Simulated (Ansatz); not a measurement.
## AlSb (zinc blende): scan of one atom of the cell

Relaxed AlSb (zinc blende):

```xyz
4
Lattice="0.0000 6.2255 6.2255 3.1128 0.0000 3.1128 3.1128 3.1128 0.0000" Properties=species:S:1:pos:R:3 pbc="T T T"
Sb     4.6691     4.6691     4.6691
Sb     4.6691     7.7819     7.7819
Al     0.0000     0.0000     0.0000
Al     3.1128     6.2255     3.1128
```

Scan: atom 1 (Sb, nearest neighbour Al at 2.696 Å; its periodic images, 4.4 Å or more away, move with it) is displaced along Cartesian z, direction (0.000, 0.000, 1.000) in Cartesian axes, by s. The other atoms stay.

Calculation: PBE (plane waves to 420 eV, PAW, scalar-relativistic; Ansatz, a first-principles code). k mesh 5×10×10 (Γ-centred), Fermi-Dirac smearing 0.05 eV. Energies are smeared free energies. Compression counts positive. F∥ is the force on the atom along that direction. F⊥ is the part of the force across the line. AlSb was relaxed with its symmetry unable to fall. Spin-orbit coupling is left out, though Sb is heavy. ΔE is measured from the undisplaced structure.

```
s (Å)   ΔE (meV/cell)  P (GPa)  |F⊥| (eV/Å)  F∥ (eV/Å)
------  -------------  -------  -----------  ---------
-0.270          280.0     0.60        0.145      2.026
-0.216          180.7     0.38        0.113      1.649
-0.162          102.3     0.21        0.083      1.253
-0.108           45.7     0.09        0.055      0.843
-0.054           11.5     0.01        0.027      0.424
0.000             0.0    -0.01        0.000      0.000
0.054            11.5     0.01        0.027     -0.424
0.108            45.8     0.09        0.053     -0.845
0.162           102.6     0.21        0.080     -1.257
0.216           181.3     0.38        0.107     -1.656
0.270           281.0     0.59        0.135     -2.037
```

Key numbers:

```
Property                                                                                                                                              Value
--------------------------------------------------------  -------------------------------------------------------------------------------------------------
Energy at s = 0.270 Å                                                                                                                        281.0 meV/cell
Force along the line at s = -0.270 Å                                                                                                              2.03 eV/Å
Shape of the curve                                                                           a single well with its minimum at or next to zero displacement
Force constant k = d²E/ds² at s = 0 (finite differences)                                                                                         7.87 eV/Å²
Harmonic estimate at the end of the scan                  ½ks² = 286.8 meV/cell against the computed 281.0 meV/cell, so the well is close to harmonic there
```

(A displaced cell: forces are minus the slopes of the energy, force constants its curvatures, and phonons follow from these.)
